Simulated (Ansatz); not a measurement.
# HfSi3O8: the cell at several levels of theory

Aim: relax HfSi3O8, anatase host with PBE and r2SCAN and see how far the functionals disagree on the cell. This is a trial cell built on a prototype, not taken from a measured structure, and it needn't be the compound's ground state.

Program: Ansatz 0.2.0. PAW datasets, plane waves, zero pressure. Values at 0 K without nuclear motion; spin polarisation is off, and the phase may be a hypothetical one.

## 1. The cell

This is the cell as the run starts from it, not yet at rest; its lengths are not the crystal's.

Space group Cm (No. 8), monoclinic; conventional cell a = 9.402 Å, b = 3.442 Å, c = 6.884 Å, β = 111.5°, 8.64 Å³ an atom. Around Hf lie 6 O at 1.76–1.81 Å; around Si lie 6 O at 1.76–1.81 Å; around O lie 3 Si at 1.76–1.81 Å; around O lie 2 Si at 1.76 Å and 1 Hf at 1.81 Å; around O lie 1 Hf at 1.76 Å and 2 Si at 1.76–1.81 Å.

As a file:

```cif
data_structure
_symmetry_space_group_name_H-M 'P 1'
_symmetry_Int_Tables_number 1
_cell_length_a 5.0063
_cell_length_b 5.0063
_cell_length_c 6.8842
_cell_angle_alpha 110.107
_cell_angle_beta 110.107
_cell_angle_gamma 40.214
_cell_volume 103.67
loop_
_atom_site_label
_atom_site_type_symbol
_atom_site_fract_x
_atom_site_fract_y
_atom_site_fract_z
_atom_site_occupancy
Hf1 Hf 0.00000 0.00000 0.00000 1
Si1 Si 0.25000 0.25000 0.37500 1
O1 O 0.45715 0.45715 0.47858 1
O2 O 0.20715 0.20715 0.10358 1
O3 O 0.04285 0.04285 0.27142 1
O4 O 0.79285 0.79285 0.39642 1
Si2 Si 0.00000 0.00000 0.50000 1
Si3 Si 0.25000 0.25000 0.87500 1
O5 O 0.45715 0.45715 0.97858 1
O6 O 0.20715 0.20715 0.60358 1
O7 O 0.04285 0.04285 0.77142 1
O8 O 0.79285 0.79285 0.89642 1
```

## 2. Relaxing with PBE

File input.yaml:

```yaml
crystal:
  lattice:
    - [4.7011926, -1.72105555, 0.0]
    - [4.7011926, 1.72105555, 0.0]
    - [-2.52023899, 0.0, 6.40631805]
  atoms:
    - { symbol: Hf, position: [0.0, 0.0, 0.0] }
    - { symbol: Si, position: [0.25, 0.25, 0.375] }
    - { symbol: O, position: [0.45715212, 0.45715212, 0.47857606] }
    - { symbol: O, position: [0.20715212, 0.20715212, 0.10357606] }
    - { symbol: O, position: [0.04284788, 0.04284788, 0.27142394] }
    - { symbol: O, position: [0.79284788, 0.79284788, 0.39642394] }
    - { symbol: Si, position: [0.0, 0.0, 0.5] }
    - { symbol: Si, position: [0.25, 0.25, 0.875] }
    - { symbol: O, position: [0.45715212, 0.45715212, 0.97857606] }
    - { symbol: O, position: [0.20715212, 0.20715212, 0.60357606] }
    - { symbol: O, position: [0.04284788, 0.04284788, 0.77142394] }
    - { symbol: O, position: [0.79284788, 0.79284788, 0.89642394] }
kpoints:
  mp_grid: { grid: [8, 8, 4] }
hamiltonian:
  xc: pbe
scf:
  occupations: { method: fermi_dirac, width: 0.02 }
relax:
  f_tol: 0.005
  cell: {}
```

Further steps of the session: Relaxation with r2SCAN.

**Question.** What will these runs give? Wanted: for each run, a; b; c; β; volume; space group; SCF geometries.

**Answer**, as computed:

| level | a (Å) | b (Å) | c (Å) | β (°) | volume (Å³/atom) | space group | SCF geometries |
| --- | --- | --- | --- | --- | --- | --- | --- |
| PBE | 9.799 | 3.666 | 7.300 | 110.867 | 10.209 | Cm | 17 |
| r2SCAN | 9.672 | 3.625 | 7.235 | 110.774 | 9.883 | Cm | 9 |

What this shows: From the start to the first minimum the volume moved by +18.2 %. The volume runs from r2SCAN (least) to PBE (most), a spread of 3.3 %, or 1.1 % in length if all axes shared it alike.
